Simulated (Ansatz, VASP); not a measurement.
Two plane-wave programs on Sb

```
Sb
1.0
    -1.55523    1.55523    2.67529
     1.55523   -1.55523    2.67529
     1.55523    1.55523   -2.67529
Sb
1
Direct
  0.00000 0.00000 0.00000
```

This isn't the form of Sb at room conditions, which is rhombohedral.

Alike in both runs: task single point; functional PBE; k mesh 12 × 12 × 12; occupations fermi-dirac, width 0.05 eV; no spin polarisation.

|  | VASP | Ansatz |
| --- | --- | --- |
| version | VASP 6.6.1 | Ansatz 0.2.0 |
| potentials or method | VASP PAW PBE potentials, release 64 (Sb) | Ansatz PAW soft_1 |
| plane-wave cutoff (eV) | 520 | 420 |
| valence electrons in the cell | 5 | 15 |

VASP gave:

| Item | Value |
| --- | --- |
| gap on the k mesh at the Fermi level (eV) | none |
| pressure (GPa) | 4.7 |
| largest component of the traceless stress (GPa) | 0.98 |

Problem. Estimate Ansatz's values.

Solution. gap on the k mesh at the Fermi level (eV): none; pressure (GPa): 4.8; largest component of the traceless stress (GPa): 0.95.

A gap of «none» marks a metal or a gap that the smearing closes. With one functional, cell and mesh, what is left measures potentials, basis and numerics. The two sets of potentials don't hold the same shells in valence.

Spin-orbit coupling is left out, which matters for the levels of Sb.
